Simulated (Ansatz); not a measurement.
This Ansatz 0.2.0 run on ZrC needs a look.

File input.yaml:

```yaml
crystal:
  lattice: { a: 4.73, b: 4.73, c: 4.73, alpha: 90.0, beta: 90.0, gamma: 90.0 }
  space_group: 225
  setting: { hermann_mauguin: Fm-3m }
  reduce_to_primitive: true
  atoms:
    - { symbol: Zr, position: [0.5, 0.0, 0.0] }
    - { symbol: C, position: [0.0, 0.0, 0.0] }
kpoints:
  mp_grid: { grid: [10, 10, 10] }
scf:
  occupations: { method: fermi_dirac, width: 0.15 }
  mixing: { algorithm: anderson, beta: 0.005, ndim: 1 }
  max_iter: 75
hamiltonian:
  xc: pbesol
  dispersion: d3bj
  pseudopotentials: { kind: all_electron, datasets: crystal }
output:
  forces: true
  stress: true
  eigenvalues: true
  dos: { projected: false, de: 0.2, e_range: [-10, 6] }
```

Potentials or basis: all-electron PAW datasets made for the crystal.

Run with:

```bash
$ ansatz run input.yaml --threads 1 --pin off --max-ram 2560MiB --backend cpu --events-out ev --progress --plain --runs-dir out
```

Output:

```text
Warning: RAYON_NUM_THREADS=1 ignored (pool sized by the plan → 1); use --threads N
crystal.space_group: 225 is read as Fm-3m: the typed cell holds Zr4C4 (Zr 4b, C 4a). Least distances (Å): Zr–Zr 3.345, Zr–C 2.365, C–C 3.345
[... 99 lines left out ...]
SCF iter  75: F=—  HF=-98907.460170 eV  |F-HF|=—  |Δ(HF+E_count)|=   6.75e-3  Δρ=6.12e-2  dr2=1.57e0  ethr=1.00e-2  ⟨swp⟩=2.0  Hψ=744  notcnv=0
Error: did not converge after 75 iterations: dr2 = 1.57e0 (threshold 6.25e-8), under the density mixer `anderson`; raise `scf.max_iter`, which need not help a stalled SCF, or adjust the mixing (`scf.mixing`) or, under a smearing, its width (`scf.occupations.width`, in either direction: another width is another result); this SCF holds its density and magnetisation to the symmetry operations that it keeps, and cannot end on a state that breaks one of them: if the state sought breaks one, re-run with `crystal.symmetry.detect: false`, without `crystal.symmetry.time_reversal: true`, on a non-collinear deck whose state breaks time reversal, with `crystal.symmetry.time_reversal: false` beside it (there exact exchange or a DFT+U term alone can polarise the run; a magnetic state wants starting moments), where the deck allows it (that run may end on another state, and need not converge either); this run sums exchange and correlation on more points than the dense box has (`basis.xc_grid`), where a deck that converges on the dense box may not converge: try another level (where the key is left out runs that use forces, runs that use the stress, dielectric runs by a finite field, finite-displacement phonons, runs of phonons.displacement_patterns under a GGA or a meta-GGA, phonons by method: dfpt, dielectric runs by the response, runs on support functions, runs on PAW files under a meta-GGA or a hybrid on one, runs at kind: all_electron or under a hybrid on a GGA, runs under a text's formulas of a gradient, and runs on PAW files that evaluate rPW86 or Becke's exchange or LYP's correlation can take a finer level, which can go by the root key accuracy; a number is taken as typed), or, where it is served, `1`, the dense box, on which forces and the stress change with where the atoms sit on the grid; a lower level also moves a field's Born charges, by the response (dielectric, § Limitations, in the input reference) or by a finite field; under a meta-GGA, try another mixer (`scf.mixing.algorithm: broyden`); mind that the stability of the state on which such a run converges can go unchecked at the default of `scf.lower_state_search`; see `basis.xc_grid`, Limitations
```

Question: Diagnose the run.

Answer: No converged result was reached. The input holds a flaw that was put in on purpose: mixing far too weak (scf.mixing = algorithm anderson, beta 0.005, ndim 1).
